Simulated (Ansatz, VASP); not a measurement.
# One calculation of Au, two programs

The input INCAR:

```
SYSTEM = Au
PREC = Accurate
ENCUT = 520
EDIFF = 1E-6
ISMEAR = -1
SIGMA = 0.15
LREAL = .FALSE.
LASPH = .TRUE.
NELM = 100
ALGO = Normal
ISIF = 2
LWAVE = .FALSE.
LCHARG = .FALSE.
GGA = PE
NBANDS = 18
```

KPOINTS

```
regular mesh
0
G
  14 14 8
  0 0 0
```

File POSCAR:

```
Au
1.0
    2.8999984104      0.0000000000      0.0000000000
   -1.4499992052      2.5114722944      0.0000000000
    0.0000000000      0.0000000000      4.8800000000
Au
2
Direct
    0.3333333333      0.6666666667      0.7500000000
    0.6666666667      0.3333333333      0.2500000000
```

Input for Ansatz:

```yaml
crystal:
  lattice:
    - [2.8999984104, 0.0, 0.0]
    - [-1.4499992052, 2.5114722944, 0.0]
    - [0.0, 0.0, 4.88]
  atoms:
    - { symbol: Au, position: [0.3333333333, 0.6666666667, 0.75] }
    - { symbol: Au, position: [0.6666666667, 0.3333333333, 0.25] }
kpoints:
  mp_grid: { grid: [14, 14, 8] }
scf:
  occupations: { method: fermi_dirac, width: 0.15 }
hamiltonian:
  xc: pbe
  pseudopotentials: { kind: all_electron, lapw: { basis_error: 0.00025 } }
output:
  forces: true
  stress: true
  eigenvalues: true
```

Alike in both runs: task single point; functional PBE; k mesh 14 × 14 × 8; occupations fermi-dirac, width 0.15 eV; no spin polarisation.

```csv
,VASP,Ansatz
version,VASP 6.6.1,Ansatz 0.2.0
potentials or method,"VASP PAW PBE potentials, release 64 (Au)","all-electron LAPW, scalar-relativistic"
plane-wave cutoff (eV),520,see its input
```

```tsv
	VASP	Ansatz	Ansatz less VASP
pressure (GPa)	1.7	1.9	+0.23
largest component of the traceless stress (GPa)	0.24	0.23	-0.018
```

Ansatz ran all-electron here, so the differences hold the error of VASP's frozen core and of both bases.

Spin-orbit coupling is left out, which matters for the levels of Au.
